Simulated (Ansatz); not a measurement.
The system is Ti.

```
Ti
1.0
     0.00000    2.03000    2.03000
     2.03000    0.00000    2.03000
     2.03000    2.03000    0.00000
Ti
1
Direct
  0.00000 0.00000 0.00000
```

This isn't the form of Ti at room conditions, which is hcp.

```yaml
Program: Ansatz 0.2.0
Task: relaxation of cell and atoms
Functional: RPBE
Potentials_or_basis: Ansatz PAW
Cutoff: "420 eV (not typed: the program's choice for these potentials)"
k_mesh: 11 × 11 × 11
Occupations: fermi-dirac, width 0.05 eV
Spin: no spin polarisation
```

At the start: volume 16.73 Å³/atom.

Problem. How do energy, volume and symmetry change on relaxing?

Solution. It ends after 5 steps and the volume is 17.91 Å³/atom (+7.0 %); space group Fm-3m (No. 225, to 0.05 Å).

The path:
```
step  energy change (eV)  largest force (eV/Å)  volume (Å³)
   1              0.0000                0.0000        16.73
   2             -0.0143                0.0000        18.75
   3             -0.0262                0.0000        17.97
   4             -0.0262                0.0000        17.91
   5             -0.0264                0.0000        17.91
```

Final structure:
```xyz
1
Lattice="0.0000 2.0764 2.0764 2.0764 0.0000 2.0764 2.0764 2.0764 0.0000" Properties=species:S:1:pos:R:3 pbc="T T T"
Ti    0.0000    0.0000    0.0000
```

Caveat: the plane-wave basis is chosen anew once the cell has moved, so the energies of steps on either side of that aren't comparable; the PAW data sets come from PBE, with cores solved anew for the run's functional, which leaves a small shift of forces and pressure.
